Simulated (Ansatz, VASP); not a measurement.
One calculation of La, two programs

```
CELL_PARAMETERS angstrom
0.00000 2.71005 2.71005
2.71005 0.00000 2.71005
2.71005 2.71005 0.00000
ATOMIC_POSITIONS crystal
La 0.00000 0.00000 0.00000
```

This isn't the form of La at room conditions, which is double hcp.

Alike in both runs: task single point; functional PBE; k mesh 8 × 8 × 8; no spin polarisation.

|  | VASP | Ansatz |
| --- | --- | --- |
| version | VASP 6.6.1 | Ansatz 0.2.0 |
| potentials or method | VASP PAW PBE potentials, release 64 (La) | plane waves, PAW |
| plane-wave cutoff (eV) | 520 | 500 |
| occupations | fermi-dirac, width 0.1 eV | fermi-dirac |
| valence electrons in the cell | 11 | 11 |

```csv
,VASP,Ansatz,Ansatz less VASP
pressure (GPa),-1.7,-1.7,-0.05
```

Ansatz warned: «stress_scf_threshold_loose».

The runs have no spin-orbit coupling, so splittings on La are missing.
